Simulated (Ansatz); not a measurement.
The system is TaN.

```
CELL_PARAMETERS angstrom
0.00000 2.49114 2.49114
2.49114 0.00000 2.49114
2.49114 2.49114 0.00000
ATOMIC_POSITIONS crystal
Ta 0.00000 0.00000 0.00000
N 0.25000 0.25000 0.25000
```

The cell comes from a database or a generator and needn't be the stable form of this composition.

Base run:

```yaml
Program: Ansatz 0.2.0
Functional: r2SCAN
Potentials_or_basis: Ansatz PAW
Cutoff: "500 eV (not typed: the program's choice for these potentials)"
k_mesh: 7 × 7 × 7
Occupations: gaussian, width 0.05 eV
Spin: no spin polarisation
Hubbard_terms: Ta d U = 3 eV
```

Its results: band gap on the k mesh none (metal or under the smearing width); pressure -27.3 GPa.

**Question.** The run is repeated on the same cell with these changes: hubbard terms from Ta d U = 3 eV to Ta d U = 5 eV. What comes out?

**Answer.** Band gap on the k mesh none (metal or under the smearing width); pressure -23.6 GPa.

Caveats: U without spin polarisation on a metal has little footing; the PAW data sets come from PBE, with cores solved anew for the run's functional, which leaves a small shift of forces and pressure.
